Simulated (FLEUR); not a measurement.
# GaP (F-43m) in FLEUR: notebook

One crystal, GaP, is run at these levels: LDA; tasks: equation of state.

All numbers are computed with FLEUR MaX-R8.1 (later development tree); they aren't measurements. Logs are shortened: lines on timing, memory, paths and dates and some standing lists are left out, and cuts for length are marked.

**Experimental background.**

“Phosphorous dimerization in GaP at high pressure”, 2017, arxiv:1709.06667 reports, for a bulk crystal of GaP: bulk modulus 87.5 ± 0.6 GPa.

How close the calculation comes is told below.

## (1) The structure

The structure is cubic, space group F-43m (No. 216). The conventional cell has a = 5.451 Å, b = 5.451 Å, c = 5.451 Å, α = 90.00°, β = 90.00°, γ = 90.00°. Ga (site symmetry -43m) is surrounded by 4 P at 2.36 Å. P (site symmetry -43m) has 4 Ga at 2.36 Å as nearest neighbours.

## (2) Equation of state, LDA, 19.03 Å³/atom (volume scaled by 0.94)

inp.xml

```xml
<?xml version="1.0" encoding="UTF-8" standalone="no"?>
<fleurInput fleurInputVersion="0.39">
   <comment>
      GaP                                                                                                 
   </comment>
   <calculationSetup>
      <cutoffs Kmax="5.21" Gmax="16.2" GmaxXC="16.2" numbands="0"/>
      <scfLoop itmax="60" minDistance="0.00001" maxIterBroyd="15" imix="Anderson" alpha="0.05" precondParam="0.0" spinf="2.0" sdNocoIR="T"/>
      <coreElectrons ctail="T" frcor="F" kcrel="0" coretail_lmax="0"/>
      <xcFunctional name="vwn" relativisticCorrections="F"/>
      <magnetism jspins="1"/>
      <soc l_soc="F" theta="0.0" phi="0.0" spav="F"/>
      <expertModes spex="0" secvar="F"/>
      <geometryOptimization l_f="F" forcealpha="1.0" forcemix="BFGS" epsdisp="0.00001" epsforce="0.00001"/>
      <ldaU l_linMix="F" mixParam="0.05" spinf="1.0"/>
   </calculationSetup>
   <cell>
      <bzIntegration valenceElectrons="32.0" mode="hist" fermiSmearingEnergy="0.00183747">
         <kPointListSelection listName="default-1"/>
         <!-- k-points included here -->
         <xi:include xmlns:xi="http://www.w3.org/2001/XInclude" href="kpts.xml"> </xi:include>
      </bzIntegration>
      <!-- symmetry operations included here -->
      <xi:include xmlns:xi="http://www.w3.org/2001/XInclude" href="sym.xml"> </xi:include>
      <bulkLattice scale="0.9795861087">
         <bravaisMatrix>
            <row-1>    0.0000000000000000     5.1499761210661497     5.1499761210661497</row-1>
            <row-2>    5.1499761210661497     0.0000000000000000     5.1499761210661497</row-2>
            <row-3>    5.1499761210661497     5.1499761210661497     0.0000000000000000</row-3>
         </bravaisMatrix>
      </bulkLattice>
   </cell>
   <atomSpecies>
      <species name="Gallium (Ga)" element="Ga" atomicNumber="31">
         <mtSphere radius="2.13" gridPoints="725" logIncrement="0.017"/>
         <atomicCutoffs lmax="9" lnonsphr="9"/>
         <electronConfig flipSpins="F">
            <coreConfig>(1s1/2) (2s1/2) (2p1/2) (2p3/2)</coreConfig>
            <valenceConfig>(3s1/2) (3p1/2) (3p3/2) (4s1/2) (3d3/2) (3d5/2) (4p1/2) (4p3/2)</valenceConfig>
            <stateOccupation state="(4p1/2)" spinUp="0.166667" spinDown="0.166667"/>
            <stateOccupation state="(4p3/2)" spinUp="0.333333" spinDown="0.333333"/>
         </electronConfig>
         <energyParameters s="4" p="4" d="3" f="4"/>
         <lo type="SCLO" l="0" n="3" eDeriv="0"/>
         <lo type="SCLO" l="1" n="3" eDeriv="0"/>
         <lo type="SCLO" l="1" n="3" eDeriv="1"/>
         <lo type="HELO" l="2" n="4" eDeriv="0"/>
         <lo type="HELO" l="2" n="4" eDeriv="1"/>
         <lo type="SCLO" l="3" n="4" eDeriv="2"/>
      </species>
      <species name="Phosphorous (P)" element="P" atomicNumber="15">
         <mtSphere radius="1.88" gridPoints="641" logIncrement="0.018"/>
         <atomicCutoffs lmax="8" lnonsphr="8"/>
         <electronConfig flipSpins="F">
            <coreConfig>(1s1/2) (2s1/2)</coreConfig>
            <valenceConfig>(2p1/2) (2p3/2) (3s1/2) (3p1/2) (3p3/2)</valenceConfig>
            <stateOccupation state="(3p1/2)" spinUp="0.500000" spinDown="0.500000"/>
            <stateOccupation state="(3p3/2)" spinUp="1.000000" spinDown="1.000000"/>
         </electronConfig>
         <energyParameters s="3" p="3" d="3" f="4"/>
         <lo type="SCLO" l="1" n="2" eDeriv="0"/>
         <lo type="SCLO" l="0" n="3" eDeriv="2"/>
         <lo type="SCLO" l="2" n="3" eDeriv="2"/>
         <lo type="SCLO" l="3" n="4" eDeriv="2"/>
      </species>
   </atomSpecies>
   <atomGroups>
      <atomGroup species="Gallium (Ga)">
         <relPos label="                   1">.0000000000 .0000000000 .0000000000</relPos>
         <force calculate="T" relaxXYZ="TTT"/>
      </atomGroup>
      <atomGroup species="Phosphorous (P)">
         <relPos label="                   2">-1.000/4.000 -1.000/4.000 -1.000/4.000</relPos>
         <force calculate="T" relaxXYZ="TTT"/>
      </atomGroup>
   </atomGroups>
   <output dos="F" band="F" slice="F">
      <checks vchk="F" cdinf="F"/>
      <bandDOS minEnergy="-.5*Htr" maxEnergy="0.5*Htr" sigma="0.015" storeEVData="T"/>
      <vacuumDOS vacdos="F" integ="F" star="F" nstars="0" locx1="0.0" locy1="0.0" locx2="0.0" locy2="0.0" nstm="0" tworkf="0.0"/>
      <unfoldingBand unfoldBand="F" supercellX="1" supercellY="1" supercellZ="1"/>
      <plotting iplot="0" polar="F">
         <plot TwoD="T" vec1="  1.0  0.0  0.0" vec2="  0.0  1.0  0.0" vec3="  0.0  0.0  1.0" zero="  0.0  0.0  0.0" file="plot"/>
      </plotting>
      <chargeDensitySlicing numkpt="0" minEigenval="0.0" maxEigenval="0.0" nnne="0" pallst="F"/>
      <specialOutput eonly="F"/>
      <moessbauerParams electricFieldGradient="T" isomerShift="T" coreHyperfine="T" valenceHyperfine="T"/>
      <magneticCircularDichroism mcd="F" energyLo="-10.0" energyUp="0.0"/>
   </output>
  <!-- We include the file relax.xml here to enable relaxations (see documentation) -->
  <xi:include xmlns:xi="http://www.w3.org/2001/XInclude" href="relax.xml"> <xi:fallback/> </xi:include>
</fleurInput>
```

Potentials or basis: all-electron, FLAPW.

Started as:

```console
> inpgen -f crystal.txt -profile fastHighL
> # inp.xml edited to the form shown
> fleur_MPI
```

Output:

```text
Welcome to FLEUR        (www.flapw.de)
      MaX-Release 8.1          (www.max-centre.eu)

 ========== k-point set info ==========
 Selected k-point list: default-1
 k-point list type: mesh
 8 x 8 x 8
 Number of k points: 29

 ------------Calculation Setup---------------------------
 Number of MPI-tasks      :            1
 Number of PE/node        :            1
 Number of OMP-threads    :            1
 Most efficient MPI parallelization for:
           1          29
 Additional eigenvalue parallelization possible
 Number of basis functions:          704
 Approximate size of matrices (H+S) per k-point:         0.015 GB
 --------------------------------------------------------
 Iteration:     1   Distance:       8.91971550 me/bohr^3
 Iteration:     2   Distance:       8.13824202 me/bohr^3
 Iteration:     3   Distance:       4.41673251 me/bohr^3
 Iteration:     4   Distance:       1.30439041 me/bohr^3
 Iteration:     5   Distance:       1.04719126 me/bohr^3
 Iteration:     6   Distance:       0.26172620 me/bohr^3
 Iteration:     7   Distance:       0.09376308 me/bohr^3
 Iteration:     8   Distance:       0.03193537 me/bohr^3
 Iteration:     9   Distance:       0.00599542 me/bohr^3
 Iteration:    10   Distance:       0.00473364 me/bohr^3
 Iteration:    11   Distance:       0.00027681 me/bohr^3
 Iteration:    12   Distance:       0.00020720 me/bohr^3
 Iteration:    13   Distance:       0.00007932 me/bohr^3
 Iteration:    14   Distance:       0.00000349 me/bohr^3

 ********************************************************************
 Run finished successfully
 Stop message:
   all done
 ********************************************************************
```

out.xml (last iteration):

```text
<iteration numberForCurrentRun="   14" overallNumber="   14">
         <energyParameters units="Htr">
            <atomicEP atomType="1" spin="1" branch="4s" branchLowest="-5.01" branchHighest="1.35" value="-0.0694158426"/>
            <atomicEP atomType="1" spin="1" branch="4p" branchLowest="-3.21" branchHighest="2.05" value="0.1116842242"/>
            <atomicEP atomType="1" spin="1" branch="3d" branchLowest="-9.99" branchHighest="-0.25" value="-0.3032517009"/>
            <atomicEP atomType="1" spin="1" branch="4f" branchLowest="-9.99" branchHighest="3.84" value="0.4546714382"/>
            <loAtomicEP atomType="1" spin="1" branch="3s" branchLowest="-45.88" branchHighest="-5.01" value="-5.0092736130"/>
            <loAtomicEP atomType="1" spin="1" branch="3p" branchLowest="-39.93" branchHighest="-3.21" value="-3.2183654395"/>
            <loAtomicEP atomType="1" spin="1" branch="3p" branchLowest="-39.93" branchHighest="-3.21" value="-3.2183654395"/>
            <heloAtomicEP atomType="1" spin="1" branch="4d" branchLowest="2.37" branchHighest="2.37" value="2.3748965297"/>
            <heloAtomicEP atomType="1" spin="1" branch="4d" branchLowest="2.37" branchHighest="2.37" value="2.3748965297"/>
            <loAtomicEP atomType="1" spin="1" branch="4f" branchLowest="-9.99" branchHighest="3.84" value="0.4546739028"/>
            <atomicEP atomType="2" spin="1" branch="3s" branchLowest="-5.90" branchHighest="1.33" value="-0.2665964891"/>
            <atomicEP atomType="2" spin="1" branch="3p" branchLowest="-4.11" branchHighest="1.86" value="-0.0621546736"/>
            <atomicEP atomType="2" spin="1" branch="3d" branchLowest="-9.99" branchHighest="2.27" value="0.1383849445"/>
            <atomicEP atomType="2" spin="1" branch="4f" branchLowest="-9.99" branchHighest="5.14" value="0.3042322014"/>
            <loAtomicEP atomType="2" spin="1" branch="2p" branchLowest="-9.99" branchHighest="-4.11" value="-4.1126618243"/>
            <loAtomicEP atomType="2" spin="1" branch="3s" branchLowest="-5.90" branchHighest="1.33" value="-0.2665964891"/>
            <loAtomicEP atomType="2" spin="1" branch="3d" branchLowest="-9.99" branchHighest="2.27" value="0.1383856467"/>
            <loAtomicEP atomType="2" spin="1" branch="4f" branchLowest="-9.99" branchHighest="5.14" value="0.3042359088"/>
         </energyParameters>
         <eigenvalues>
            <eigenvaluesAt spin="1" ikpt="1" k_x="0.00000000" k_y="0.00000000" k_z="0.00000000">
                      -5.0092703379       -4.1125327239       -4.1125327239       -4.1125327239       -3.2166616515
                      -3.2166616515       -3.2166616515       -0.3120765974       -0.3120765974       -0.3120765974
                      -0.3077243437       -0.3077243437       -0.2461959792        0.2316527660        0.2316527660
                       0.2316527660        0.3097215720        0.3701491116        0.3701491116        0.3701491116
                       0.5543743776        0.5921759626        0.5921759626        0.6896451894        0.6896451894
            </eigenvaluesAt>
            <eigenvaluesAt spin="1" ikpt="2" k_x="0.00000000" k_y="0.00000000" k_z="0.12500000">
                      -5.0092703115       -4.1125325213       -4.1125325213       -4.1125322580       -3.2166619647
                      -3.2166616622       -3.2166616622       -0.3127173668       -0.3118671227       -0.3118671227
[... 43 lines left out ...]
         </allElectronCharges>
         <moessbauerParams unitsHFF="kG" unitsIS="e/bohr^3" unitsEFG="Htr/bohr^2">
            <coreIsomerShift atomType="1" isTotal="27860.95498">
               <shell n="1" l="0" isomerShift="25320.59170"/>
               <shell n="2" l="0" isomerShift="2519.72967"/>
               <shell n="2" l="1" isomerShift="20.63361"/>
            </coreIsomerShift>
            <coreIsomerShift atomType="2" isTotal="2355.68731">
               <shell n="1" l="0" isomerShift="2194.08505"/>
               <shell n="2" l="0" isomerShift="161.60227"/>
            </coreIsomerShift>
            <isomerShift atomType="1" nucleusRadius="0.0000972" averageDensity="28260.86925"/>
            <isomerShift atomType="2" nucleusRadius="0.0000742" averageDensity="2368.42792"/>
            <electricFieldGradient atomType="1" VXX="0.00000" VYY="0.00000" VZZ="0.00000" asymParam="0.00000">
            </electricFieldGradient>
            <electricFieldGradient atomType="2" VXX="0.00000" VYY="0.00000" VZZ="0.00000" asymParam="0.00000">
            </electricFieldGradient>
         </moessbauerParams>
         <totalEnergy                                    value="    -2282.3816619732" units="Htr">
            <sumOfEigenvalues                            value="    -1301.1419985951">
               <coreElectrons value="-1244.3211603869"/>
               <valenceElectrons value="-56.8208382082"/>
            </sumOfEigenvalues>
            <densityCoulombPotentialIntegral value="-3496.0135571501"/>
            <densityEffectivePotentialIntegral value="-3621.7541388990"/>
            <chargeDenXCDenIntegral value="-94.9957475416"/>
            <FockExchangeEnergyValence value="0.0000000000"/>
            <FockExchangeEnergyCore value="0.0000000000"/>
            <atomTypeDependentContributions atomType="1">
               <electronNucleiInteractionDifferentMTs value="2334.7524376628"/>
               <MadelungTerm value="-14.7541243705"/>
            </atomTypeDependentContributions>
            <atomTypeDependentContributions atomType="2">
               <electronNucleiInteractionDifferentMTs value="400.2999810716"/>
               <MadelungTerm value="-10.1847330555"/>
            </atomTypeDependentContributions>
            <tkbTimesEntropy value="0.0000000000"/>
            <freeEnergy value="-2282.3816619732"/>
            <extrapolationTo0K value="-2282.3816619732"/>
         </totalEnergy>
         <densityConvergence units="me/bohr^3">
            <chargeDensity spin="1" distance="0.0000034920"/>
         </densityConvergence>
      </iteration>
```

Wall time 4.4 min (1 thread of Intel Xeon at 2.50GHz (Skylake/Cascade Lake), shared host); peak memory 0.08 GiB.

What came out:

```yaml
Free_energy: -62106.7690 eV
Band_gap_on_the_k_mesh: 1.37 eV, indirect (least direct gap 2.12 eV)
Valence_electrons_inside_the_program's_atomic_spheres: Ga 19.23; P 8.45 (radii Ga 2.13, P 1.88 bohr)
```

## (3) Equation of state, LDA, 19.43 Å³/atom (volume scaled by 0.96)

Edit inp.xml of step 2 so:

```diff
@@ -24,3 +24,3 @@
       <xi:include xmlns:xi="http://www.w3.org/2001/XInclude" href="sym.xml"> </xi:include>
-      <bulkLattice scale="0.9795861087">
+      <bulkLattice scale="0.9864848297">
          <bravaisMatrix>
```

Potentials or basis: all-electron, FLAPW.

Started as:

```console
> inpgen -f crystal.txt -profile fastHighL
> # inp.xml edited to the form shown
> fleur_MPI
```

It took 4.5 min on 1 thread of Intel Xeon at 2.50GHz (Skylake/Cascade Lake), shared host; peak memory 0.08 GiB.

It converged, with:

```yaml
Free_energy: -62106.7776 eV
Band_gap_on_the_k_mesh: 1.42 eV, indirect (least direct gap 1.95 eV)
Valence_electrons_inside_the_program's_atomic_spheres: Ga 19.21; P 8.44 (radii Ga 2.13, P 1.88 bohr)
```

## (4) Equation of state, LDA, 20.24 Å³/atom

Edit inp.xml of step 3 so:

```diff
@@ -24,3 +24,3 @@
       <xi:include xmlns:xi="http://www.w3.org/2001/XInclude" href="sym.xml"> </xi:include>
-      <bulkLattice scale="0.9864848297">
+      <bulkLattice scale="1.0000000000">
          <bravaisMatrix>
```

Started as:

```console
> inpgen -f crystal.txt -profile fastHighL
> # inp.xml edited to the form shown
> fleur_MPI
```

Wall time 5.3 min (1 thread of Intel Xeon at 2.50GHz (Skylake/Cascade Lake), shared host); peak memory 0.08 GiB.

Results (log left out):

```
Free energy                                           : -62106.7663 eV
Band gap on the k mesh                                : 1.49 eV, indirect (least direct gap 1.61 eV)
Valence electrons inside the program's atomic spheres : Ga 19.17; P 8.42 (radii Ga 2.13, P 1.88 bohr)
```

## (5) Equation of state, LDA, 21.05 Å³/atom (volume scaled by 1.04)

Edit inp.xml of step 4 so:

```diff
@@ -24,3 +24,3 @@
       <xi:include xmlns:xi="http://www.w3.org/2001/XInclude" href="sym.xml"> </xi:include>
-      <bulkLattice scale="1.0000000000">
+      <bulkLattice scale="1.0131594038">
          <bravaisMatrix>
```

Started as:

```console
> inpgen -f crystal.txt -profile fastHighL
> # inp.xml edited to the form shown
> fleur_MPI
```

Run time: 5.1 min. Hardware: 1 thread of Intel Xeon at 2.50GHz (Skylake/Cascade Lake), shared host; peak memory 0.09 GiB.

It converged, with:

* Free energy: -62106.7237 eV
* Band gap on the k mesh: 1.29 eV, direct
* Valence electrons inside the program's atomic spheres: Ga 19.14; P 8.39 (radii Ga 2.13, P 1.88 bohr)

## (6) Equation of state, LDA, 21.45 Å³/atom (volume scaled by 1.06)

Edit inp.xml of step 5 so:

```diff
@@ -24,3 +24,3 @@
       <xi:include xmlns:xi="http://www.w3.org/2001/XInclude" href="sym.xml"> </xi:include>
-      <bulkLattice scale="1.0131594038">
+      <bulkLattice scale="1.0196128224">
          <bravaisMatrix>
```

Potentials or basis: all-electron, FLAPW.

Started as:

```console
> inpgen -f crystal.txt -profile fastHighL
> # inp.xml edited to the form shown
> fleur_MPI
```

It took 5.1 min on 1 thread of Intel Xeon at 2.50GHz (Skylake/Cascade Lake), shared host; peak memory 0.09 GiB.

It converged, with:

- Free energy: -62106.6926 eV
- Band gap on the k mesh: 1.13 eV, direct
- Valence electrons inside the program's atomic spheres: Ga 19.12; P 8.38 (radii Ga 2.13, P 1.88 bohr)

## (7) Equation of state, LDA

This step only gathers the single runs of the series.

Results:

```
Equilibrium volume                      : 19.58 Å³/atom
Bulk modulus                            : 90 GPa
Pressure derivative of the bulk modulus : 4.5 (rough: it moves with the points fitted)
```

Energy against volume, from the lowest point:
```csv
volume (Å³/atom),energy (meV/atom)
19.026,4.31
19.431,0.00
20.240,5.62
21.050,26.96
21.455,42.49
```

LDA usually gives volumes a few per cent too small.

## (8) Against experiment

Step 7. Against the measured bulk modulus of GaP, 87.5 GPa (“Phosphorous dimerization in GaP at high pressure”, 2017, arxiv:1709.06667), the calculated 90 GPa is off by +3.2 %. The fit is for a static lattice scaled at fixed shape and fixed fractional positions.
